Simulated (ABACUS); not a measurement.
The system is Mo.

```xyz
1
Lattice="-1.5838 1.5838 1.5838 1.5838 -1.5838 1.5838 1.5838 1.5838 -1.5838" Properties=species:S:1:pos:R:3 pbc="T T T"
Mo    0.0000    0.0000    0.0000
```

Base run:

* Program: ABACUS 3.10.1
* Functional: SOGGA
* Potentials or basis: Ansatz NC PBE
* Cutoff: 1102 eV
* Density cutoff: 4408 eV
* Basis: plane waves
* k mesh: 10 × 10 × 10
* Occupations: fermi-dirac, width 0.05 eV
* Spin: no spin polarisation

Its results: band gap on the k mesh none (metal or under the smearing width); pressure -11.1 GPa.

Task: The run is repeated on the same cell with these changes: functional from SOGGA to PBE; potentials or basis from Ansatz NC PBE to SPMS ONCV 1.0 PBE. What comes out?

Result: Band gap on the k mesh none (metal or under the smearing width); pressure -1.8 GPa.

Caveats: the potentials were made for another functional, which shifts forces and pressure (some runs).

Not every run made on this cell is shown here.
